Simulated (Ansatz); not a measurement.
HgTe:

```
Hg Te
1.0
    -3.04560    3.04560    1.55941
     3.04560   -3.04560    1.55941
     3.04560    3.04560   -1.55941
Hg Te
1 1
Direct
  0.75000 0.25000 0.50000
  0.00000 0.00000 0.00000
```

Measurements of this composition are mostly on another form, of space group No. 216.

| Quantity | Value |
| --- | --- |
| Program | Ansatz 0.2.0 |
| Task | relaxation of cell and atoms |
| Functional | PBE |
| Potentials or basis | all-electron LAPW, scalar-relativistic |
| Basis error allowed | 0.001 eV/atom |
| k mesh | 7 × 7 × 7 |
| Occupations | fermi-dirac, width 0.05 eV |
| Spin | no spin polarisation |

At the start: volume 28.93 Å³/atom.

Problem. Where does the relaxation end?

Solution. Over 5 steps the energy falls by 9.8 meV/atom and the volume is 28.96 Å³/atom (+0.1 %); space group I-4m2 (No. 119, to 0.05 Å).

The path:
```
step  energy change (eV)  largest force (eV/Å)  volume (Å³)
   1              0.0000                0.0000        57.86
   2             -0.0188                0.0000        57.67
   3             -0.0195                0.0000        57.98
   4             -0.0196                0.0000        57.93
   5             -0.0196                0.0000        57.93
```

Final structure:
```
CELL_PARAMETERS angstrom
-3.09091 3.09091 1.51588
3.09091 -3.09091 1.51588
3.09091 3.09091 -1.51588
ATOMIC_POSITIONS crystal
Hg 0.75000 0.25000 0.50000
Te 0.00000 0.00000 0.00000
```

Caveat: the k mesh is thin for a metal, which can move the energy by tens of meV per atom.
